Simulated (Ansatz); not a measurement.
# Si3P2Au3: the cost of one run

Method: DFT PBE, scalar-relativistic, plane waves, PAW, in Ansatz 0.2.0.

**1. The structure to begin with**

The cell holds 16 atoms (Au6P4Si6): a = 6.597 Å, b = 6.450 Å, c = 6.270 Å, α = 89.24°, β = 90.72°, γ = 88.74°.

It is the last frame of an earlier stage of the same melt, run at 1960 K.

Structure file:

```
CELL_PARAMETERS angstrom
6.59612 0.07211 -0.04057
0.07211 6.44955 0.04261
-0.04057 0.04261 6.27001
ATOMIC_POSITIONS crystal
Si 0.92987 0.88995 0.18616
Si 0.22041 0.24110 0.36091
Si 0.08532 0.56952 0.91837
Si 0.83200 0.98439 0.80736
Si 0.85118 0.45961 0.63912
Si 0.14145 0.12808 0.91841
Au 0.24415 0.90412 0.52473
Au 0.53081 0.01806 0.18156
Au 0.75990 0.10018 0.48453
Au 0.54593 0.58193 0.28503
Au 0.73484 0.28860 0.04849
Au 0.04774 0.59290 0.32661
P 0.36394 0.38836 0.02261
P 0.56150 0.68361 0.63412
P 0.31880 0.38482 0.69198
P 0.32542 0.80759 0.90696
```

**2. A single point on the frame at 1960 K**

The electrons keep the Fermi-Dirac width of that temperature.

File input.yaml:

```yaml
crystal:
  lattice:
    - [6.596123, 0.072106, -0.040574]
    - [0.072106, 6.449546, 0.042607]
    - [-0.040574, 0.042607, 6.270008]
  atoms:
    - { symbol: Si, position: [0.9298680997, 0.8899527231, 0.1861604656] }
    - { symbol: Si, position: [0.2204138164, 0.2411019745, 0.360910027] }
    - { symbol: Si, position: [0.0853226024, 0.5695157596, 0.9183738074] }
    - { symbol: Si, position: [0.8319990968, 0.984392644, 0.8073587347] }
    - { symbol: Si, position: [0.8511828943, 0.4596070683, 0.6391200333] }
    - { symbol: Si, position: [0.1414508331, 0.1280798086, 0.9184134059] }
    - { symbol: Au, position: [0.2441526138, 0.9041196763, 0.5247303997] }
    - { symbol: Au, position: [0.5308146931, 0.0180558965, 0.1815621131] }
    - { symbol: Au, position: [0.7599016314, 0.1001806525, 0.4845316392] }
    - { symbol: Au, position: [0.5459324516, 0.5819282994, 0.2850327823] }
    - { symbol: Au, position: [0.7348408387, 0.2885963773, 0.0484852723] }
    - { symbol: Au, position: [0.0477444654, 0.5928957658, 0.3266101987] }
    - { symbol: P, position: [0.3639437881, 0.3883556232, 0.0226055986] }
    - { symbol: P, position: [0.5614957136, 0.683605335, 0.6341152262] }
    - { symbol: P, position: [0.3188010502, 0.3848188321, 0.6919767715] }
    - { symbol: P, position: [0.325419695, 0.807590905, 0.906956356] }
basis:
  ecutwfc: 420
kpoints:
  mp_grid: { grid: [4, 4, 4] }
hamiltonian:
  xc: pbe
scf:
  occupations: { method: fermi_dirac, width: 0.1689 }
output:
  forces: true
  stress: true
  eigenvalues: true
  populations: true
```

Launch:

```sh
$ ansatz run input.yaml --threads 2 --pin off --max-ram 5120MiB --backend cpu --events-out ev --progress --plain --runs-dir out
```

Q: Estimate wall time and peak memory on 2 threads of Intel Xeon Platinum 8259CL at 2.50GHz (Skylake/Cascade Lake), shared host.

About 51 s, with a peak of 1 GiB.
